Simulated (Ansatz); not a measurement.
Reaction (hydrogen abstraction from the Sn–H bond): `[SH][SnH]([Cl])[Cl]` + `F[C](F)F`• → `[SH][Sn]([Cl])[Cl]`• + `FC(F)F`

Gas-phase electronic energies from Ansatz, PBE0-D4/def2-TZVP geometries. CBS: MP2 limit from def2 TZ/QZ plus the TZ coupled-cluster correction, frozen cores. This one scheme is used for every species. Functionals use def2-TZVPP. No spin–orbit coupling; open shells (•) take unrestricted orbitals. Elements past krypton have def2 core potentials. For Sn outer-core shells are correlated without core-valence functions, which leaves a few kJ/mol of doubt a bond. One conformer a species, not always the lowest.

```tsv
species	CAM-B3LYP energy (Eh)
`[SH][SnH]([Cl])[Cl]`	-1534.27103
`F[C](F)F`•	-337.63592
`[SH][Sn]([Cl])[Cl]`•	-1533.66036
`FC(F)F`	-338.31140
```

Work out ΔE.

ΔE = (-1533.66036) + (-338.31140) − (-1534.27103) − (-337.63592) = -0.06481 Eh = -170.2 kJ/mol. CCSD(T)/CBS gives -168.2 kJ/mol.

Largest T1 diagnostic among the species: 0.016.

From r2SCAN to r2SCAN0 (25 % exact exchange), in def2-TZVPP and without D4, ΔE moves by +5.8 kJ/mol. Leaving LDA and LC-ωPBE aside and taking each functional with its dispersion term where it has one, the values, not all of them listed here, spread over 27.8 kJ/mol, from BLYP-D4 to ωB97X-V. LDA lies −7.0 kJ/mol from PBE without D4. At CCSD(T), def2-SVP lies +5.5 kJ/mol from the extrapolated value and def2-TZVPP +1.1 kJ/mol.
